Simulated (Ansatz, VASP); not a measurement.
## Two plane-wave programs on SnO

```
Sn O
1.0
     3.18596    0.00000    0.00000
     0.00000    3.18596    0.00000
     0.00000    0.00000    3.04352
Sn O
1 1
Direct
  0.00000 0.00000 0.00000
  0.50000 0.50000 0.50000
```

Change from the starting cell: epitaxial_xy strain +2.7%.

Alike in both runs: task single point; functional r2SCAN; k mesh 8 × 8 × 8; occupations fermi-dirac, width 0.02 eV; no spin polarisation.

|  | VASP | Ansatz |
| --- | --- | --- |
| version | VASP 6.6.1 | Ansatz 0.2.0 |
| potentials or method | VASP PAW PBE potentials, release 64 (Sn_d, O) | plane waves, PAW |
| plane-wave cutoff (eV) | 520 | 500 |
| valence electrons in the cell | 20 | 20 |

|  | VASP | Ansatz | Ansatz less VASP |
| --- | --- | --- | --- |
| pressure (GPa) | -3.4 | -3.5 | -0.11 |
| largest component of the traceless stress (GPa) | 3.49 | 3.49 | 0.000 |

Caveats: the PAW data sets were made with another functional, which shifts forces and pressure a little (VASP).
